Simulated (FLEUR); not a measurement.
# Si2W (I4/mmm) in FLEUR: convergence with muffin-tin radii scaled, part 2 of 2

FLEUR MaX-R8.1 (later development tree). The steps go on from the part before.

### 7 With muffin-tin radii scaled 1

File inp.xml:

```xml
<?xml version="1.0" encoding="UTF-8" standalone="no"?>
<fleurInput fleurInputVersion="0.39">
   <comment>
      Si2W                                                                                                
   </comment>
   <calculationSetup>
      <cutoffs Kmax="4.38" Gmax="13.6" GmaxXC="13.6" numbands="0"/>
      <scfLoop itmax="60" minDistance="0.00001" maxIterBroyd="15" imix="Anderson" alpha="0.05" precondParam="0.0" spinf="2.0" sdNocoIR="T"/>
      <coreElectrons ctail="T" frcor="F" kcrel="0" coretail_lmax="0"/>
      <xcFunctional name="PBEs" relativisticCorrections="F"/>
      <magnetism jspins="1"/>
      <soc l_soc="F" theta="0.0" phi="0.0" spav="F"/>
      <expertModes spex="0" secvar="F"/>
      <geometryOptimization l_f="T" forcealpha="1.0" forcemix="BFGS" epsdisp="0.0005" epsforce="0.0002"/>
      <ldaU l_linMix="F" mixParam="0.05" spinf="1.0"/>
   </calculationSetup>
   <cell>
      <bzIntegration valenceElectrons="52.0" mode="hist" fermiSmearingEnergy="0.00183747">
         <kPointListSelection listName="default-1"/>
         <!-- k-points included here -->
         <xi:include xmlns:xi="http://www.w3.org/2001/XInclude" href="kpts.xml"> </xi:include>
      </bzIntegration>
      <!-- symmetry operations included here -->
      <xi:include xmlns:xi="http://www.w3.org/2001/XInclude" href="sym.xml"> </xi:include>
      <bulkLattice scale="1.0">
         <bravaisMatrix>
            <row-1>   -3.0366009096197399     3.0366009096197399     7.3981832915027699</row-1>
            <row-2>    3.0366009096197399    -3.0366009096197399     7.3981832915027699</row-2>
            <row-3>    3.0366009096197399     3.0366009096197399    -7.3981832915027699</row-3>
         </bravaisMatrix>
      </bulkLattice>
   </cell>
   <atomSpecies>
      <species name="Tungsten (W)" element="W" atomicNumber="74">
         <mtSphere radius="2.29" gridPoints="763" logIncrement="0.017"/>
         <atomicCutoffs lmax="9" lnonsphr="9"/>
         <electronConfig flipSpins="F">
            <coreConfig>(1s1/2) (2s1/2) (2p1/2) (2p3/2) (3s1/2) (3p1/2) (3p3/2) (4s1/2) (3d3/2) (3d5/2) (4p1/2) (4p3/2) (4d3/2) (4d5/2)</coreConfig>
            <valenceConfig>(5s1/2) (5p1/2) (5p3/2) (6s1/2) (4f5/2) (4f7/2) (5d3/2) (5d5/2)</valenceConfig>
            <stateOccupation state="(5d3/2)" spinUp="0.800000" spinDown="0.800000"/>
            <stateOccupation state="(5d5/2)" spinUp="1.200000" spinDown="1.200000"/>
         </electronConfig>
         <energyParameters s="6" p="6" d="5" f="4"/>
         <lo type="SCLO" l="0" n="5" eDeriv="0"/>
         <lo type="SCLO" l="1" n="5" eDeriv="0"/>
         <lo type="SCLO" l="2" n="5" eDeriv="2"/>
         <lo type="SCLO" l="3" n="4" eDeriv="2"/>
      </species>
      <species name="Silicon (Si)" element="Si" atomicNumber="14">
         <mtSphere radius="2.24" gridPoints="751" logIncrement="0.015"/>
         <atomicCutoffs lmax="9" lnonsphr="9"/>
         <electronConfig flipSpins="F">
            <coreConfig>(1s1/2)</coreConfig>
            <valenceConfig>(2s1/2) (2p1/2) (2p3/2) (3s1/2) (3p1/2) (3p3/2)</valenceConfig>
            <stateOccupation state="(3p1/2)" spinUp="0.333333" spinDown="0.333333"/>
            <stateOccupation state="(3p3/2)" spinUp="0.666667" spinDown="0.666667"/>
         </electronConfig>
         <energyParameters s="3" p="3" d="3" f="4"/>
         <lo type="SCLO" l="0" n="2" eDeriv="0"/>
         <lo type="SCLO" l="1" n="2" eDeriv="0"/>
         <lo type="SCLO" l="2" n="3" eDeriv="2"/>
         <lo type="SCLO" l="3" n="4" eDeriv="2"/>
      </species>
   </atomSpecies>
   <atomGroups>
      <atomGroup species="Tungsten (W)">
         <relPos label="                   1">.0000000000 .0000000000 .0000000000</relPos>
         <force calculate="T" relaxXYZ="TTT"/>
      </atomGroup>
      <atomGroup species="Silicon (Si)">
         <relPos label="                   2">-.3347000000 -.3347000000 .0000000000</relPos>
         <relPos label="                   3">.3347000000 .3347000000 .0000000000</relPos>
         <force calculate="T" relaxXYZ="TTT"/>
      </atomGroup>
   </atomGroups>
   <output dos="F" band="F" slice="F">
      <checks vchk="F" cdinf="F"/>
      <bandDOS minEnergy="-.5*Htr" maxEnergy="0.5*Htr" sigma="0.015" storeEVData="T"/>
      <vacuumDOS vacdos="F" integ="F" star="F" nstars="0" locx1="0.0" locy1="0.0" locx2="0.0" locy2="0.0" nstm="0" tworkf="0.0"/>
      <unfoldingBand unfoldBand="F" supercellX="1" supercellY="1" supercellZ="1"/>
      <plotting iplot="0" polar="F">
         <plot TwoD="T" vec1="  1.0  0.0  0.0" vec2="  0.0  1.0  0.0" vec3="  0.0  0.0  1.0" zero="  0.0  0.0  0.0" file="plot"/>
      </plotting>
      <chargeDensitySlicing numkpt="0" minEigenval="0.0" maxEigenval="0.0" nnne="0" pallst="F"/>
      <specialOutput eonly="F"/>
      <moessbauerParams electricFieldGradient="T" isomerShift="T" coreHyperfine="T" valenceHyperfine="T"/>
      <magneticCircularDichroism mcd="F" energyLo="-10.0" energyUp="0.0"/>
   </output>
  <!-- We include the file relax.xml here to enable relaxations (see documentation) -->
  <xi:include xmlns:xi="http://www.w3.org/2001/XInclude" href="relax.xml"> <xi:fallback/> </xi:include>
</fleurInput>
```

File crystal.txt:

```
Si2W
&input cartesian=F /
-1.6069000000  1.6069000000  3.9149500000
1.6069000000  -1.6069000000  3.9149500000
1.6069000000  1.6069000000  -3.9149500000
1.8897261246
1.0 1.0 1.0

3
74 0.0000000000  0.0000000000  0.0000000000
14 0.6653000000  0.6653000000  0.0000000000
14 0.3347000000  0.3347000000  0.0000000000

&kpt div1=10 div2=10 div3=10 gamma=T /
```

Potentials or basis: all-electron, FLAPW.

On the command line:

```console
$ inpgen -f crystal.txt -profile fastHighL
$ # inp.xml edited to the form shown
$ fleur_MPI
```

Standard output:

```text
Welcome to FLEUR        (www.flapw.de)
      MaX-Release 8.1          (www.max-centre.eu)

 ========== k-point set info ==========
 Selected k-point list: default-1
 k-point list type: mesh
 10 x 10 x 10
 Number of k points: 102

 ------------Calculation Setup---------------------------
 Number of MPI-tasks      :            1
 Number of PE/node        :            1
 Number of OMP-threads    :            1
 Most efficient MPI parallelization for:
           1           2           3           6          17          34          51         102
 Additional eigenvalue parallelization possible
 Number of basis functions:          486
 Approximate size of matrices (H+S) per k-point:         0.004 GB
 --------------------------------------------------------
 Iteration:     1   Distance:       9.44841282 me/bohr^3
 Iteration:     2   Distance:       8.72937416 me/bohr^3
 Iteration:     3   Distance:       4.15861538 me/bohr^3
 Iteration:     4   Distance:       1.04307786 me/bohr^3
 Iteration:     5   Distance:       0.86015762 me/bohr^3
 Iteration:     6   Distance:       0.40546798 me/bohr^3
 Iteration:     7   Distance:       0.08687737 me/bohr^3
 Iteration:     8   Distance:       0.08073552 me/bohr^3
 Iteration:     9   Distance:       0.02173731 me/bohr^3
 Iteration:    10   Distance:       0.00561862 me/bohr^3
 Iteration:    11   Distance:       0.00406200 me/bohr^3
 Iteration:    12   Distance:       0.00109485 me/bohr^3
 Iteration:    13   Distance:       0.00104696 me/bohr^3
 Iteration:    14   Distance:       0.00006215 me/bohr^3
 Iteration:    15   Distance:       0.00000446 me/bohr^3

 ********************************************************************
 Run finished successfully
 Stop message:
   Structural relaxation: Done
 ********************************************************************
```

out.xml (last iteration):

```text
<iteration numberForCurrentRun="   16" overallNumber="   16">
         <energyParameters units="Htr">
            <atomicEP atomType="1" spin="1" branch="6s" branchLowest="-2.13" branchHighest="2.79" value="0.2301630484"/>
            <atomicEP atomType="1" spin="1" branch="6p" branchLowest="-0.73" branchHighest="3.88" value="0.3606182852"/>
            <atomicEP atomType="1" spin="1" branch="5d" branchLowest="-8.01" branchHighest="1.12" value="0.4000984718"/>
            <atomicEP atomType="1" spin="1" branch="4f" branchLowest="-9.99" branchHighest="-0.49" value="-0.4569794141"/>
            <loAtomicEP atomType="1" spin="1" branch="5s" branchLowest="-20.15" branchHighest="-2.13" value="-2.1737839327"/>
            <loAtomicEP atomType="1" spin="1" branch="5p" branchLowest="-14.79" branchHighest="-0.73" value="-0.8879297872"/>
            <loAtomicEP atomType="1" spin="1" branch="5d" branchLowest="-8.01" branchHighest="1.12" value="0.3968787936"/>
            <loAtomicEP atomType="1" spin="1" branch="4f" branchLowest="-9.99" branchHighest="-0.49" value="-0.4844119135"/>
            <atomicEP atomType="2" spin="1" branch="3s" branchLowest="-4.39" branchHighest="1.19" value="0.1774496479"/>
            <atomicEP atomType="2" spin="1" branch="3p" branchLowest="-2.78" branchHighest="1.66" value="0.3647401221"/>
            <atomicEP atomType="2" spin="1" branch="3d" branchLowest="-9.99" branchHighest="2.10" value="0.5612524446"/>
            <atomicEP atomType="2" spin="1" branch="4f" branchLowest="-9.99" branchHighest="4.09" value="0.7297747981"/>
            <loAtomicEP atomType="2" spin="1" branch="2s" branchLowest="-64.77" branchHighest="-4.39" value="-4.3926089474"/>
            <loAtomicEP atomType="2" spin="1" branch="2p" branchLowest="-9.99" branchHighest="-2.78" value="-2.7861728186"/>
            <loAtomicEP atomType="2" spin="1" branch="3d" branchLowest="-9.99" branchHighest="2.10" value="0.5612513436"/>
            <loAtomicEP atomType="2" spin="1" branch="4f" branchLowest="-9.99" branchHighest="4.09" value="0.7297769673"/>
         </energyParameters>
         <eigenvalues>
            <eigenvaluesAt spin="1" ikpt="1" k_x="0.00000000" k_y="0.00000000" k_z="0.00000000">
                      -4.3926431131       -4.3925745306       -2.7863359412       -2.7863359412       -2.7861741761
                      -2.7861741761       -2.7859399053       -2.7856643629       -2.1738081671       -0.8605508979
                      -0.8596657411       -0.8596657411       -0.4930262555       -0.4930262555       -0.4916836118
                      -0.4914958076       -0.4909729035       -0.4909729035       -0.4906067366        0.0202527469
                       0.2851619672        0.4006591793        0.4139036180        0.4327650144        0.4327650144
                       0.5595584973        0.6390401784        0.6444823350        0.6508346311        0.6508346311
                       0.7066073049        0.7468592614        0.7468592614        0.8547733712        1.0412182585
                       1.0639034233        1.0742199332        1.0742199332        1.1201406174        1.1479157244
            </eigenvaluesAt>
            <eigenvaluesAt spin="1" ikpt="2" k_x="0.00000000" k_y="0.00000000" k_z="0.10000000">
                      -4.3926405259       -4.3925768603       -2.7863391678       -2.7863206429       -2.7861994141
                      -2.7861735826       -2.7859294669       -2.7856670815       -2.1737562993       -0.8604149927
                      -0.8604040944       -0.8603284240       -0.4930430217       -0.4930299278       -0.4916662304
                      -0.4914831413       -0.4909827151       -0.4909782236       -0.4906153937        0.0321244937
                       0.2957850399        0.3716079708        0.4052969973        0.4167387049        0.4625570591
                       0.5087426626        0.6265646852        0.6591158553        0.6602051585        0.6743212263
[... 8 lines left out ...]
                       0.3187716037        0.3441376409        0.3566335292        0.4263173284        0.4362503660
                       0.4740112570        0.6370208334        0.6737315539        0.6775923768        0.6793339940
[... 38 lines left out ...]
            <state n="4" l="2" j="1.5" energy="-8.2874967896" weight="2.0000000000"/>
            <state n="4" l="2" j="2.5" energy="-7.8281072350" weight="3.0000000000"/>
         </coreStates>
         <coreStates atomType="     2" atomicNumber=" 14" spin="1" kinEnergy="    185.1622193638" eigValSum="   -129.5457085879" lostElectrons=" 0.000000">
            <state n="1" l="0" j="0.5" energy="-64.7728542940" weight="1.0000000000"/>
         </coreStates>
         <allElectronCharges>
            <spinDependentCharge spin="1" total="102.0000000" interstitial="5.6459083" mtSpheres="96.3540917"/>
            <totalCharge value="101.9999999998"/>
         </allElectronCharges>
         <moessbauerParams unitsHFF="kG" unitsIS="e/bohr^3" unitsEFG="Htr/bohr^2">
            <coreIsomerShift atomType="1" isTotal="1514958.62442">
               <shell n="1" l="0" isomerShift="1267973.64954"/>
               <shell n="2" l="0" isomerShift="181544.54064"/>
               <shell n="2" l="1" isomerShift="11075.74257"/>
               <shell n="3" l="0" isomerShift="40801.71281"/>
               <shell n="3" l="1" isomerShift="2781.48909"/>
               <shell n="4" l="0" isomerShift="10107.78164"/>
               <shell n="3" l="2" isomerShift="0.00108"/>
               <shell n="4" l="1" isomerShift="673.70676"/>
               <shell n="4" l="2" isomerShift="0.00027"/>
            </coreIsomerShift>
            <coreIsomerShift atomType="2" isTotal="1769.30374">
               <shell n="1" l="0" isomerShift="1769.30374"/>
            </coreIsomerShift>
            <isomerShift atomType="1" nucleusRadius="0.0001343" averageDensity="1516824.57574"/>
            <isomerShift atomType="2" nucleusRadius="0.0000718" averageDensity="1901.86621"/>
            <electricFieldGradient atomType="1" VXX="0.78496" VYY="0.78496" VZZ="-1.56992" asymParam="0.00000">
            </electricFieldGradient>
            <electricFieldGradient atomType="2" VXX="0.04721" VYY="0.04721" VZZ="-0.09442" asymParam="0.00000">
            </electricFieldGradient>
         </moessbauerParams>
         <totalEnergy                                    value="   -16740.4736555660" units="Htr">
            <sumOfEigenvalues                            value="   -10191.5777469560">
               <coreElectrons value="-10129.0335083311"/>
               <valenceElectrons value="-62.5442386249"/>
            </sumOfEigenvalues>
            <densityCoulombPotentialIntegral value="-28505.6099227100"/>
            <densityEffectivePotentialIntegral value="-28981.1944322463"/>
            <chargeDenXCDenIntegral value="-361.4797668456"/>
            <FockExchangeEnergyValence value="0.0000000000"/>
            <FockExchangeEnergyCore value="0.0000000000"/>
            <atomTypeDependentContributions atomType="1">
               <electronNucleiInteractionDifferentMTs value="20159.5321724748"/>
               <MadelungTerm value="-55.0021896726"/>
            </atomTypeDependentContributions>
            <atomTypeDependentContributions atomType="2">
               <electronNucleiInteractionDifferentMTs value="685.8928421596"/>
               <MadelungTerm value="-15.3784083489"/>
            </atomTypeDependentContributions>
            <tkbTimesEntropy value="0.0001236668"/>
            <freeEnergy value="-16740.4737792328"/>
            <extrapolationTo0K value="-16740.4737173994"/>
         </totalEnergy>
         <totalForcesOnRepresentativeAtoms units="Htr/bohr">
            <forceTotal atomType="1" x="0.000000" y="0.000000" z="0.000000" F_x="0.00000000" F_y="0.00000000" F_z="0.00000000"/>
            <forceTotal atomType="2" x="0.000000" y="0.000000" z="-4.952344" F_x="0.00000000" F_y="0.00000000" F_z="-0.00007302"/>
         </totalForcesOnRepresentativeAtoms>
      </iteration>
```

It took 3.8 min on 1 thread of Arm Neoverse V2, shared host; peak memory 0.08 GiB.

Results:

| Property | Result |
| --- | --- |
| Free energy | -455531.4979 eV |
| Largest force | 0.004 eV/Å |
| Band gap on the k mesh | none (metal or under the smearing width) |
| Valence electrons inside the program's atomic spheres | W 25.38; Si 10.49 (radii W 2.29, Si 2.24 bohr) |

### 8 The series at a glance

| muffin-tin radii scaled | energy less the tightest run, at zero smearing (meV/atom) | largest force (eV/Å) | SCF cycles | CPU time (s) | peak memory (GiB) |
| --- | --- | --- | --- | --- | --- |
| 0.75 | 940.39 | 0.022 | 16 | 240 | 0.08 |
| 0.8 | 350.16 | 0.015 | 16 | 240 | 0.08 |
| 0.85 | 123.39 | 0.011 | 16 | 240 | 0.08 |
| 0.9 | 39.01 | 0.008 | 16 | 240 | 0.08 |
| 0.95 | 9.53 | 0.006 | 16 | 240 | 0.08 |
| 1 | 0.00 | 0.004 | 16 | 230 | 0.08 |

Against the tightest run, the largest force stays within 0.005 eV/Å from 0.9 on. Not settled before the last step: the energy (to 1 meV/atom). The tightest run that finished is the yardstick and may itself not be fully converged.
